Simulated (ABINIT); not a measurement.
# SrO (P1) in ABINIT: convergence with pawecutdg

Aim: find how far pawecutdg must go before the results for SrO settle, at PBEsol. This setting moves, with any that are tied to it; all else stays.

Program: ABINIT 10.8.3 (patched build). These are calculated values, not measurements. Logs are shortened: lines on timing, memory, paths and dates and some standing lists are left out, and cuts for length are marked. The log counts tension as positive stress, the text compression.

## 1. The cell of the first run

The typed cell holds 2 atoms: a = 3.629 Å, b = 3.629 Å, c = 3.629 Å, α = 60.00°, β = 60.00°, γ = 60.00°.

The cell isn't the ideal one: atoms moved at random, drawn with an rms of 0.05 Å.

## 2. With pawecutdg 23 Ha

run.abi reads:

```
pp_dirpath "./"
pseudos "Sr.GGA_PBE-JTH.xml, O.GGA_PBE-JTH.xml"

acell 6.8583759662 6.8583759662 6.8583759662
rprim
     0.0000000000     0.7071067812     0.7071067812
     0.7071067812     0.0000000000     0.7071067812
     0.7071067812     0.7071067812     0.0000000000
ntypat 2
znucl 38 8
natom 2
typat 1 2
xred
     0.4980420000     0.4967900000     0.5061100000
     0.0223730000    -0.0020820000    -0.0049030000
chkprim 0
chksymtnons 0
tolsym 1.0e-6

ecut 625.861884 eV
pawecutdg 23.0
pawxcdev 0

kptopt 1
ngkpt 8 8 8
nshiftk 1
shiftk 0.0 0.0 0.0

ixc -116133

nband 12
occopt 3
tsmear 0.1 eV

nstep 100
tolvrs 1.0e-9

iomode 3
prtwf 0
prtden 0
prteig 0
prtebands 0
enunit 1
```

Potentials or basis: JTH PAW PBE v2.0.

Command:

```console
> abinit run.abi > log 2>&1
```

It took 0.2 s on 1 thread of Arm Neoverse N1, shared host; peak memory 0.06 GiB.

The program refused the input.

## 3. With pawecutdg 27.6

run.abi: that of step 2 with these lines changed.

```diff
@@ -20,3 +20,3 @@
 ecut 625.861884 eV
-pawecutdg 23.0
+pawecutdg 27.6
 pawxcdev 0
```

Potentials or basis: JTH PAW PBE v2.0.

Command:

```console
> abinit run.abi > log 2>&1
```

run.abo:

```text
.Version 10.8.3 of ABINIT
 Symmetries : space group P1 (#  1); Bravais aP (primitive triclinic)
================================================================================
 Values of the parameters that define the memory need of the present run
     intxc =       0    ionmov =       0      iscf =      17    lmnmax =      18
     lnmax =       6     mgfft =      30  mpssoang =       3    mqgrid =    3001
     natom =       2  nloc_mem =       2    nspden =       1   nspinor =       1
    nsppol =       1      nsym =       1    n1xccc =       1    ntypat =       2
    occopt =       3   xclevel =       2
       mpw =        1219          nfft =       27000          nkpt =         260
 PAW method is used; the additional fine FFT grid is defined by:
   mgfftf=        36    nfftf =     46656
================================================================================
================================================================================

--------------------------------------------------------------------------------
------------- Echo of variables that govern the present computation ------------
--------------------------------------------------------------------------------
 -outvars: echo values of preprocessed input variables --------
            acell      6.8583759662E+00  6.8583759662E+00  6.8583759662E+00 Bohr
              amu      8.76200000E+01  1.59994000E+01
          chkprim           0
      chksymtnons           0
             ecut      2.30000000E+01 Hartree
           enunit           1
                       outvar_i_n : Printing only first  50 k-points.
              ixc     -116133
                       outvar_i_n : Printing only first  50 k-points.
         kptrlatt        8    0    0      0    8    0      0    0    8
          kptrlen      5.48670077E+01
            natom           2
            nband          12
            ngfft          30      30      30
          ngfftdg          36      36      36
             nkpt         260
            nstep         100
             nsym           1
           ntypat           2
                       prtocc : prtvol=0, do not print more k-points.
           occopt           3
        pawecutdg      2.76000000E+01 Hartree
         pawxcdev           0
           prtden           0
        prtebands           0
           prteig           0
            prtwf           0
            rprim      0.0000000000E+00  7.0710678120E-01  7.0710678120E-01
                       7.0710678120E-01  0.0000000000E+00  7.0710678120E-01
                       7.0710678120E-01  7.0710678120E-01  0.0000000000E+00
          spgroup           1
           tolsym      1.00000000E-06
           tolvrs      1.00000000E-09
           tsmear      3.67493222E-03 Hartree
            typat      1  2
           useylm           1
                       outvars : Printing only first  50 k-points.
           xangst      2.5737422683E+00  2.5769552759E+00  2.5530373599E+00
                      -1.7925605488E-02  4.4833260970E-02  5.2072793266E-02
            xcart      4.8636680058E+00  4.8697397102E+00  4.8245413995E+00
                      -3.3874485014E-02  8.4722584565E-02  9.8403317883E-02
             xred      4.9804200000E-01  4.9679000000E-01  5.0611000000E-01
                       2.2373000000E-02 -2.0820000000E-03 -4.9030000000E-03
            znucl       38.00000    8.00000

[... 127 lines left out ...]
       0.498042000000      0.496790000000      0.506110000000
       0.022373000000     -0.002082000000     -0.004903000000
 rms dE/dt=  1.1815E-02; max dE/dt=  1.9044E-02; dE/dt below (all hartree)
    1      -0.018623508996     -0.007599528781     -0.002291173031
    2       0.019044433970      0.007823329651      0.001951465021

 cartesian coordinates (angstrom) at end:
    1      2.57374226830277     2.57695527590065     2.55303735991643
    2     -0.01792560548818     0.04483326097044     0.05207279326566

 cartesian forces (hartree/bohr) at end:
    1     -0.00092803690319     0.00136545797073     0.00251815209028
    2      0.00092803690319    -0.00136545797073    -0.00251815209028
 frms,max,avg= 1.7384685E-03 2.5181521E-03   2.767E-05  7.350E-06 -5.075E-05 h/b

 cartesian forces (eV/Angstrom) at end:
    1     -0.04772157628888     0.07021467195444     0.12948858678982
    2      0.04772157628888    -0.07021467195444    -0.12948858678982
 frms,max,avg= 8.9395643E-02 1.2948859E-01   1.423E-03  3.780E-04 -2.610E-03 e/A
 length scales=  6.858375966200  6.858375966200  6.858375966200 bohr
              =  3.629296262656  3.629296262656  3.629296262656 angstroms
 Fermi (or HOMO) energy (eV) =   6.21556   Average Vxc (eV)= -10.43594
 Eigenvalues (   eV  ) for nkpt= 260  k points:
 kpt#   1, nband= 12, wtk=  0.00195, kpt=  0.0000  0.0000  0.0000 (reduced coord)
 -27.65533  -10.51648   -9.30485   -9.30442   -9.28977    4.46513    4.46741    4.47039
   8.36991   10.71005   10.72617   10.74045
 prteigrs : prtvol=0 or 1, do not print more k-points.

--- !EnergyTerms
iteration_state     : {dtset: 1, }
comment             : Components of total free energy in Hartree
kinetic             :  1.70301267765774E+01
hartree             :  8.52725414892405E+00
xc                  : -9.79852787761768E+00
Ewald energy        : -3.88731342270247E+01
psp_core            :  1.95772545331778E+00
local_psp           : -3.10295167631836E+01
PAW spherical_terms :  4.93515485902732E+00
internal            : -4.72509176299794E+01
'-kT*entropy'       : -5.55455758105882E-10
total_energy        : -4.72509176305349E+01
total_energy_eV     : -1.28576297012152E+03
...

--- !EnergyTermsDC
iteration_state     : {dtset: 1, }
comment             : '"Double-counting" decomposition of free energy'
band_energy         : -4.11189322763878E+00
Ewald energy        : -3.88731342270247E+01
psp_core            :  1.95772545331778E+00
xc_dc               : -7.60509353383320E+00
PAW spherical_terms :  1.38147663742497E+00
internal            : -4.72509188977539E+01
'-kT*entropy'       : -5.55455758105882E-10
total_energy_dc     : -4.72509188983094E+01
total_energy_dc_eV  : -1.28576300461942E+03
...

--- !EnergyTermsWithPAWCore
iteration_state     : {dtset: 1, }
comment             : 'Components of total free energy, including PAW core contributions'
Total energy        : -3.25279054842426E+03
Total energy DC     : -3.25279054969203E+03
Total energy (eV)   : -8.85129399904489E+04
Total energy DC (eV): -8.85129400249468E+04
...

 Cartesian components of stress tensor (hartree/bohr^3)
  sigma(1 1)=  2.49409206E-05  sigma(3 2)=  7.68376106E-07
  sigma(2 2)=  2.28166191E-05  sigma(3 1)= -8.62663012E-07
  sigma(3 3)=  1.13701718E-05  sigma(2 1)= -4.13605115E-07

-Cartesian components of stress tensor (GPa)         [Pressure= -5.7987E-01 GPa]
- sigma(1 1)=  7.33787218E-01  sigma(3 2)=  2.26064055E-02
- sigma(2 2)=  6.71288111E-01  sigma(3 1)= -2.53804221E-02
- sigma(3 3)=  3.34522005E-01  sigma(2 1)= -1.21686826E-02

== END DATASET(S) ==============================================================
================================================================================

 -outvars: echo values of variables after computation  --------
            acell      6.8583759662E+00  6.8583759662E+00  6.8583759662E+00 Bohr
           etotal     -4.7250918898E+01
            fcart     -9.2803690319E-04  1.3654579707E-03  2.5181520903E-03
                       9.2803690319E-04 -1.3654579707E-03 -2.5181520903E-03
            rprim      0.0000000000E+00  7.0710678120E-01  7.0710678120E-01
                       7.0710678120E-01  0.0000000000E+00  7.0710678120E-01
                       7.0710678120E-01  7.0710678120E-01  0.0000000000E+00
           strten      2.4940920588E-05  2.2816619140E-05  1.1370171842E-05
                       7.6837610594E-07 -8.6266301204E-07 -4.1360511519E-07
           xangst      2.5737422683E+00  2.5769552759E+00  2.5530373599E+00
                      -1.7925605488E-02  4.4833260970E-02  5.2072793266E-02
             xred      4.9804200000E-01  4.9679000000E-01  5.0611000000E-01
                       2.2373000000E-02 -2.0820000000E-03 -4.9030000000E-03
 Calculation completed.
```

It took 3.1 min on 1 thread of Arm Neoverse N1, shared host; peak memory 0.23 GiB.

Results:

```
Free energy                                           : -1285.7630 eV
Pressure                                              : -0.6 GPa
Largest force                                         : 0.155 eV/Å
Band gap on the k mesh                                : 3.23 eV, indirect (least direct gap 3.29 eV)
Valence electrons inside the program's atomic spheres : Sr 7.34; O 4.48
```

## 4. With pawecutdg 34.5

run.abi: that of step 3 with these lines changed.

```diff
@@ -20,3 +20,3 @@
 ecut 625.861884 eV
-pawecutdg 27.6
+pawecutdg 34.5
 pawxcdev 0
```

Command:

```console
> abinit run.abi > log 2>&1
```

It took 3.1 min on 1 thread of Arm Neoverse N1, shared host; peak memory 0.23 GiB.

The run converged. Its results:

| Item | Value |
| --- | --- |
| Free energy | -1285.7628 eV |
| Pressure | -0.6 GPa |
| Largest force | 0.156 eV/Å |
| Band gap on the k mesh | 3.23 eV, indirect (least direct gap 3.29 eV) |
| Valence electrons inside the program's atomic spheres | Sr 7.34; O 4.49 |

## 5. With pawecutdg 41.4

run.abi: that of step 4 with these lines changed.

```diff
@@ -20,3 +20,3 @@
 ecut 625.861884 eV
-pawecutdg 34.5
+pawecutdg 41.4
 pawxcdev 0
```

Command:

```console
> abinit run.abi > log 2>&1
```

Run time: 3.2 min. Hardware: 1 thread of Arm Neoverse N1, shared host; peak memory 0.23 GiB.

Results (log left out):

```
Free energy                                           : -1285.7626 eV
Pressure                                              : -0.6 GPa
Largest force                                         : 0.156 eV/Å
Band gap on the k mesh                                : 3.23 eV, indirect (least direct gap 3.29 eV)
Valence electrons inside the program's atomic spheres : Sr 7.34; O 4.49
```

## 6. With pawecutdg 50.6

run.abi: that of step 5 with these lines changed.

```diff
@@ -20,3 +20,3 @@
 ecut 625.861884 eV
-pawecutdg 41.4
+pawecutdg 50.6
 pawxcdev 0
```

Potentials or basis: JTH PAW PBE v2.0.

Command:

```console
> abinit run.abi > log 2>&1
```

Wall time 3.3 min (1 thread of Arm Neoverse N1, shared host); peak memory 0.23 GiB.

Results (log left out):

```
Free energy                                           : -1285.7627 eV
Pressure                                              : -0.6 GPa
Largest force                                         : 0.156 eV/Å
Band gap on the k mesh                                : 3.23 eV, indirect (least direct gap 3.29 eV)
Valence electrons inside the program's atomic spheres : Sr 7.34; O 4.49
```

## 7. With pawecutdg 62.1

run.abi: that of step 6 with these lines changed.

```diff
@@ -20,3 +20,3 @@
 ecut 625.861884 eV
-pawecutdg 50.6
+pawecutdg 62.1
 pawxcdev 0
```

Command:

```console
> abinit run.abi > log 2>&1
```

It took 3.3 min on 1 thread of Arm Neoverse N1, shared host; peak memory 0.24 GiB.

It converged, with:

```yaml
Free_energy: -1285.7627 eV
Pressure: -0.6 GPa
Largest_force: 0.156 eV/Å
Band_gap_on_the_k_mesh: 3.23 eV, indirect (least direct gap 3.29 eV)
Valence_electrons_inside_the_program's_atomic_spheres: Sr 7.34; O 4.49
```

## 8. With pawecutdg 75.9

run.abi: that of step 7 with these lines changed.

```diff
@@ -20,3 +20,3 @@
 ecut 625.861884 eV
-pawecutdg 62.1
+pawecutdg 75.9
 pawxcdev 0
```

Command:

```console
> abinit run.abi > log 2>&1
```

Wall time 3.4 min (1 thread of Arm Neoverse N1, shared host); peak memory 0.25 GiB.

The run converged. Its results:

```
Free energy                                           : -1285.7627 eV
Pressure                                              : -0.6 GPa
Largest force                                         : 0.156 eV/Å
Band gap on the k mesh                                : 3.23 eV, indirect (least direct gap 3.29 eV)
Valence electrons inside the program's atomic spheres : Sr 7.34; O 4.49
```

## 9. The series at a glance

| pawecutdg | energy less the tightest run, at zero smearing (meV/atom) | pressure (GPa) | SCF cycles | CPU time (s) | peak memory (GiB) |
| --- | --- | --- | --- | --- | --- |
| 23 Ha | refused | - | - | - | - |
| 27.6 | -0.15 | -0.58 | 12 | 190 | 0.23 |
| 34.5 | -0.04 | -0.63 | 12 | 190 | 0.23 |
| 41.4 | 0.07 | -0.62 | 12 | 190 | 0.23 |
| 50.6 | -0.01 | -0.61 | 13 | 200 | 0.23 |
| 62.1 | -0.01 | -0.62 | 13 | 200 | 0.24 |
| 75.9 | 0.00 | -0.62 | 13 | 200 | 0.25 |

Against the tightest run, the energy stays within 1 meV/atom from 27.6 on; the pressure stays within 0.1 GPa from 27.6 on. The tightest run that finished is the yardstick and may itself not be fully converged.

Caveats: the PAW data sets were made with another functional, which shifts forces and pressure a little.
